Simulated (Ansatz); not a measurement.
Data:

Starting cell, GeO2 (rutile):

```
GeO2
1.0
    4.41054     0.00000     0.00000
    0.00000     4.41054     0.00000
    0.00000     0.00000     2.87016
Ge O
2 4
Cartesian
  0.00000   0.00000   0.00000
  2.20527   2.20527   1.43508
  1.34962   1.34962   0.00000
  3.55489   0.85565   1.43508
  0.85565   3.55489   1.43508
  3.06092   3.06092   0.00000
```

Scan: atom 4 (O, nearest neighbour Ge at 1.877 Å; its periodic images, 2.9 Å or more away, move with it) is displaced towards the nearest neighbour, direction (0.456, -0.456, -0.764) in Cartesian axes, by s. The other atoms stay.

Computed with r2SCAN (plane waves to 500 eV, PAW, scalar-relativistic; Ansatz, a first-principles code). k mesh 6×6×9 (Γ-centred), Fermi-Dirac smearing 0.05 eV. The energy includes the smearing's −TS. GeO2 was relaxed with its symmetry unable to fall. ΔE is measured from the undisplaced structure.

The scan covers s from -0.380 to 0.380 Å in 11 points.

Is the energy the same for displacements of ±0.380 Å, and if not, which side lies higher?

Not even: the positive side lies higher at ±0.380 Å. With its periodic images moving along, the atom's site symmetry in this cell is mm2.

What force acts on the atom along the line at s = -0.380 Å?

5.97 eV/Å.

What is the energy change at s = 0.380 Å?

2489 meV/cell.

What is the force constant k = d²E/ds² of this move at s = 0?

21.0 eV/Å².

(For displaced atoms, the force is minus the slope of the energy, and its curvature is a force constant, which sets phonon frequencies.)
